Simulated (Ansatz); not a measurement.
# Ti: the cost of one run

Program: Ansatz 0.2.0. Level of theory: DFT PBE, scalar-relativistic, plane waves, PAW. These are calculated values, not measurements.

3 further runs of the same task are left out: 1 that didn't finish, 2 set aside as unsound or not needed.

### Step 1. The starting structure

It takes space group Im-3m (No. 229, cubic). The conventional cell has a = 3.256 Å, b = 3.256 Å, c = 3.256 Å, α = 90.00°, β = 90.00°, γ = 90.00°. Around Ti (site symmetry m-3m) lie 8 Ti at 2.82 Å.

Structure file:

```cif
data_structure
_symmetry_space_group_name_H-M 'P 1'
_symmetry_Int_Tables_number 1
_cell_length_a 2.8194
_cell_length_b 2.8194
_cell_length_c 2.8194
_cell_angle_alpha 109.471
_cell_angle_beta 109.471
_cell_angle_gamma 109.471
_cell_volume 17.25
loop_
_atom_site_label
_atom_site_type_symbol
_atom_site_fract_x
_atom_site_fract_y
_atom_site_fract_z
_atom_site_occupancy
Ti1 Ti 0.00000 0.00000 0.00000 1
```

This cell was relaxed beforehand with the same method: volume 17.25 Å³/atom, gap on the mesh none (metal).

### Step 2. Building the [110] wire, 5 host atoms a period

The wire is cut from the relaxed crystal, periodic along c with vacuum across. Atoms and period relax; energies count from the bulk, -2499.5560 eV an atom.

The cell holds 5 Ti: a = 11.300 Å, b = 12.600 Å, c = 4.604 Å, α = 90.00°, β = 90.00°, γ = 90.00°.

### Step 3. Relaxing it

Pressure and volume refer to the whole cell with its vacuum; only the period along c may change.

The input, input.yaml:

```yaml
crystal:
  lattice:
    - [11.3, 0.0, 0.0]
    - [0.0, 12.6, 0.0]
    - [0.0, 0.0, 4.6039800672]
  atoms:
    - { symbol: Ti, position: [0.6018579661, 0.6291867272, 0.0] }
    - { symbol: Ti, position: [0.3981420339, 0.6291867272, 0.5] }
    - { symbol: Ti, position: [0.3981420339, 0.3708132728, 0.5] }
    - { symbol: Ti, position: [0.3981420339, 0.5, 0.0] }
    - { symbol: Ti, position: [0.6018579661, 0.5, 0.5] }
basis:
  ecutwfc: 420
kpoints:
  mp_grid: { grid: [1, 1, 12] }
hamiltonian:
  xc: pbe
scf:
  occupations: { method: gaussian, width: 0.05 }
output:
  forces: true
  stress: true
  eigenvalues: true
  populations: true
  write_density: true
  write_potential: true
  elf: true
  volumetric_format: npy
relax:
  adjacent_minimum: "off"
  f_tol: 0.02
  max_steps: 45
  cell: { fix: [a, b, alpha, beta, gamma], stress_tol: 0.03 }
```

Command:

```
$ ansatz run input.yaml --threads 4 --pin off --max-ram 11264MiB --backend cpu --events-out ev --progress --plain --runs-dir out
```

**Question.** How long does this run take on 4 threads of Intel Xeon Platinum 8488C (Sapphire Rapids), shared host, and how much memory does it need?

About 2 min, with a peak of 1 GiB.
